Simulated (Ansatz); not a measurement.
Runs of Ansatz 0.2.0 on Ni. The structure is cubic, space group Fm-3m (No. 225). The conventional cell has a = 3.475 Å, b = 3.475 Å, c = 3.475 Å, α = 90.00°, β = 90.00°, γ = 90.00°. Ni (site symmetry m-3m) has 12 Ni at 2.46 Å as nearest neighbours. 

| task | level | cell | k mesh | cutoff (eV) | smearing | basis error allowed | gap on the mesh (eV) | pressure (GPa) | moment (μB) |
| --- | --- | --- | --- | --- | --- | --- | --- | --- | --- |
| single point | PBE | as given | 13 × 13 × 13 | 320 | gaussian 0.022 eV | 0.001 eV/atom | none | 8.0 | 0.64 |
| single point | PBEsol | as given | 13 × 13 × 13 | 320 | fermi-dirac 0.05 eV | 0.001 eV/atom | none | -2.4 | 0.63 |
| single point | PBE | as given | 13 × 13 × 13 | 320 | gaussian 0.019 eV | 0.001 eV/atom | none | 8.0 | 0.64 |
| single point | PBE | as given | 13 × 13 × 13 | 320 | gaussian 0.015 eV | 0.001 eV/atom | none | 8.0 | 0.64 |
| single point | PBEsol | cell strained at random at fixed volume | 13 × 13 × 13 | 327 | fermi-dirac 0.05 eV | 0.001 eV/atom | none | -2.3 | 0.63 |
| single point | PBE | as given | 13 × 13 × 13 | 320 | gaussian 0.013 eV | 0.001 eV/atom | none | 8.0 | 0.64 |
| elastic constants | PBEsol | as given | 10 × 10 × 10 | 343 | fermi-dirac 0.05 eV | 0.001 eV/atom | none | (a) | 0.72 |

Alike in all rows: potentials or basis all-electron LAPW, scalar-relativistic; spin collinear, ferromagnetic start.

Problem. Fill in the values left out.

Solution. (a) -1.7.

Caveats: the k mesh is thin for a metal, which can move the energy by tens of meV per atom (some runs); a metal's response needs a denser mesh (some runs); elastic constants of metals need much finer meshes, so these are rough (some runs).

A gap of «none» marks a metal or a gap under the smearing width.
